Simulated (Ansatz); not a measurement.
Ge:

```
Ge
1.0
    -1.60842    1.60842    1.87318
     1.60842   -1.60842    1.87318
     1.60842    1.60842   -1.87318
Ge
1
Cartesian
  0.0000 0.0000 1.8732
```

The cell was built by a generator and needn't be a form met in nature.

* Program: Ansatz 0.2.0
* Task: relaxation of cell and atoms
* Functional: revPBE
* Dispersion: D4
* Potentials or basis: Ansatz PAW
* Cutoff: 420 eV (not typed: the program's choice for these potentials)
* k mesh: 12 × 12 × 12
* Occupations: fermi-dirac, width 0.05 eV
* Spin: no spin polarisation

At the start: volume 19.38 Å³/atom.

Problem. How do energy, volume and symmetry change on relaxing?

Solution. It ends after 11 steps and the volume is 18.30 Å³/atom (-5.6 %); space group I4/mmm (No. 139, to 0.05 Å).

The path:
| step | energy change (eV) | largest force (eV/Å) | volume (Å³) |
| --- | --- | --- | --- |
| 1 | 0.0000 | 0.0000 | 19.38 |
| 2 | -0.0101 | 0.0000 | 18.22 |
| 3 | -0.0104 | 0.0000 | 18.42 |
| 4 | -0.0104 | 0.0000 | 18.40 |
| 5 | -0.0105 | 0.0000 | 18.41 |
| 6 | -0.0107 | 0.0000 | 18.42 |
| 7 | -0.0116 | 0.0000 | 18.43 |
| 8 | -0.0132 | 0.0000 | 18.44 |
| 9 | -0.0135 | 0.0000 | 18.34 |
| 10 | -0.0137 | 0.0000 | 18.30 |
| 11 | -0.0135 | 0.0000 | 18.30 |

Final structure:
```yaml
crystal:
  lattice:
    - [-1.53367, 1.53367, 1.94542]
    - [1.53367, -1.53367, 1.94542]
    - [1.53367, 1.53367, -1.94542]
  atoms:
    - { symbol: Ge, position: [0.50000, 0.50000, 0.00000] }
```

Caveat: the plane-wave basis is chosen anew once the cell has moved, so the energies of steps on either side of that aren't comparable; pairwise dispersion overbinds metals, which lowers pressure and volume; the PAW data sets come from PBE, with cores solved anew for the run's functional, which leaves a small shift of forces and pressure.
